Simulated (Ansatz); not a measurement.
A plane-wave DFT run in Ansatz 0.2.0 (scalar-relativistic PAW potentials unless the input names others): input and command.

```yaml
crystal:
  lattice:
    - [0.0, 2.1179943384, 2.1179943384]
    - [2.1179943384, 0.0, 2.1179943384]
    - [2.1179943384, 2.1179943384, 0.0]
  atoms:
    - { symbol: Si, position: [0.0, 0.0, 0.0] }
    - { symbol: C, position: [0.75, 0.75, 0.75] }
basis:
  ecutwfc: 420
kpoints:
  mp_grid: { grid: [12, 12, 12] }
hamiltonian:
  xc: pbesol
scf:
  occupations: { method: fixed }
  max_iter: 60
output:
  forces: true
  eigenvalues: true
  stress: true
magnetization:
  spin_polarized: true
  initial_magnetization: 1
```

```bash
ansatz run input.yaml --threads 1 --pin off --max-ram 3072MiB --backend cpu --events-out ev --progress --plain --runs-dir out
```

**Question.** What is wrong with this input?

**Answer.** The program refuses it, because of an impossible spin (magnetization: not typed → {"spin_polarized": true, "initial_magnetization": 1}). Without that key it is accepted.

Abridged log:
```
Error: inconsistent input (scf.occupations.method, magnetization): a σ = 0 step fill (method: fixed, or a smearing width below the step floor) with no hard lock on the total moment puts the same N_el/2 bands in each spin channel, which gives a total moment of zero, but the starting moments sum to +1.0000 μB; make the starting moments (crystal.atoms[].spin / magnetization.per_species / magnetization.initial_magnetization) sum to zero, or set magnetization.spin_locking.lock_magnetization: hard with an even integer magnetization.initial_magnetization, or use a smearing method with a finite width, ...
```